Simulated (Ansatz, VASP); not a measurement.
Two plane-wave programs on Hf

File POSCAR:

```
Hf
1.0
    3.1967000000      0.0000000000      0.0000000000
   -1.5983500000      2.7684234083      0.0000000000
    0.0000000000      0.0000000000      5.0578000000
Hf
2
Direct
    0.6666666667      0.3333333333      0.7500000000
    0.3333333333      0.6666666667      0.2500000000
```

The input INCAR.step1:

```
ALGO = Normal ; EDIFF = 1E-4
ENCUT = 520 ; GGA = PE
ISMEAR = -1 ; LASPH = T
LCHARG = F ; LREAL = F
LWAVE = T ; NBANDS = 17
NELM = 60 ; PREC = Accurate
SIGMA = 0.05
```

Contents of INCAR.step2:

```
ALGO = Normal ; EDIFF = 1E-6
ENCUT = 520 ; ISIF = 2
ISMEAR = -1 ; ISTART = 1
LASPH = T ; LCHARG = F
LMIXTAU = T ; LREAL = F
LWAVE = F ; METAGGA = R2SCAN
NBANDS = 17 ; NELM = 60
PREC = Accurate ; SIGMA = 0.05
```

KPOINTS

```
k-points
0
Gamma
  10 10 5
```

Contents of input.yaml:

```yaml
crystal:
  lattice:
    - [3.1967, 0.0, 0.0]
    - [-1.59835, 2.7684234083, 0.0]
    - [0.0, 0.0, 5.0578]
  atoms:
    - { symbol: Hf, position: [0.6666666667, 0.3333333333, 0.75] }
    - { symbol: Hf, position: [0.3333333333, 0.6666666667, 0.25] }
hamiltonian:
  xc: r2scan
  pseudopotentials: { kind: paw }
kpoints:
  mp_grid: { grid: [10, 10, 5] }
scf:
  occupations: { method: fermi_dirac, width: 0.05 }
output:
  forces: true
  stress: true
  eigenvalues: true
```

Alike in both runs: task single point; functional r2SCAN; k mesh 10 × 10 × 5; occupations fermi-dirac, width 0.05 eV; no spin polarisation.

|  | VASP | Ansatz |
| --- | --- | --- |
| version | VASP 6.6.1 | Ansatz 0.2.0 |
| potentials or method | VASP PAW PBE potentials, release 64 (Hf_pv) | Ansatz PAW |
| plane-wave cutoff (eV) | 520 | 500 |
| valence electrons in the cell | 20 | 52 |

Ansatz gave:

* gap on the k mesh at the Fermi level (eV): none
* pressure (GPa): -0.3
* largest component of the traceless stress (GPa): 0.60

Q: Estimate VASP's values.

A: gap on the k mesh at the Fermi level (eV): none; pressure (GPa): -0.8; largest component of the traceless stress (GPa): 0.65.

A gap of «none» marks a metal or a gap that the smearing closes. With one functional, cell and mesh, what is left measures potentials, basis and numerics. The two sets of potentials don't hold the same shells in valence.

Caveats: the PAW data sets were made with another functional, which shifts forces and pressure a little (VASP); the PAW data sets come from PBE, with cores solved anew for the run's functional, which leaves a small shift of forces and pressure (Ansatz). The runs have no spin-orbit coupling, so splittings on Hf are missing.
